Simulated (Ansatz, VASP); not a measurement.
Two plane-wave programs on TaN

INCAR

```
SYSTEM = TaN
ALGO     = Normal         ! electronic algorithm
EDIFF    = 1E-8           ! SCF threshold, eV
ENCUT    = 520            ! plane-wave cutoff, eV
GGA      = PS             ! functional
ISIF     = 2              ! what is computed and relaxed
ISMEAR   = -1             ! smearing method
LASPH    = .True.         ! aspherical terms in the spheres
LCHARG   = .False.        ! write CHGCAR
LEFG     = .True.       
LREAL    = .False.        ! projectors in reciprocal space
LWAVE    = .False.        ! write WAVECAR
NBANDS   = 15             ! bands
NELM     = 80             ! most SCF steps
PREC     = Accurate       ! precision mode
SIGMA    = 0.02           ! smearing width, eV
```

Contents of KPOINTS:

```
k-points
0
Gamma
  9 9 9
  0 0 0
```

The input POSCAR:

```
TaN
1.0
    0.0000000000      2.1345181309      2.1345181309
    2.1345181309      0.0000000000      2.1345181309
    2.1345181309      2.1345181309      0.0000000000
Ta N
1 1
Direct
    0.5000000000      0.5000000000      0.5000000000
    0.0000000000      0.0000000000      0.0000000000
```

Input for Ansatz:

```yaml
crystal:
  lattice:
    - [0.0, 2.1345181309, 2.1345181309]
    - [2.1345181309, 0.0, 2.1345181309]
    - [2.1345181309, 2.1345181309, 0.0]
  atoms:
    - { symbol: Ta, position: [0.5, 0.5, 0.5] }
    - { symbol: "N", position: [0.0, 0.0, 0.0] }
kpoints:
  mp_grid: { grid: [9, 9, 9] }
scf:
  occupations: { method: fermi_dirac, width: 0.02 }
hamiltonian:
  xc: pbesol
  pseudopotentials: { kind: paw }
output:
  forces: true
  stress: true
  eigenvalues: true
  efg: { contact_densities: true }
  write_density: true
  write_potential: true
  elf: true
  volumetric_format: npy
```

Change from the starting cell: volume scaled by 0.94, PAW files.

Alike in both runs: task electric field gradients; functional PBEsol; k mesh 9 × 9 × 9; occupations fermi-dirac, width 0.02 eV; no spin polarisation.

|  | VASP | Ansatz |
| --- | --- | --- |
| version | VASP 6.6.1 | Ansatz 0.2.0 |
| potentials or method | VASP PAW PBE potentials, release 64 (Ta_pv, N) | PAW with Ansatz's default frozen-core files, scalar-relativistic |
| plane-wave cutoff (eV) | 520 | 420 |
| valence electrons in the cell | 16 | 18 |

|  | VASP | Ansatz | Ansatz less VASP |
| --- | --- | --- | --- |
| pressure (GPa) | 32.5 | 31.0 | -1.49 |
| Vzz of the field gradient on the site that differs most (V/Å²) | 0.0 | 0.0 | 0.00 |

The functional is the same, so the differences come from potentials, cutoffs and numerics. The two sets of potentials don't hold the same shells in valence. Ansatz warned: «gradients_without_spin_orbit».

Caveats: so large a pressure means that the cell lies far from this level's equilibrium, or that cutoff or potentials fall short (VASP); the potentials were made for another functional, which shifts forces and pressure (VASP). Spin-orbit coupling is left out, which matters for the levels of Ta.
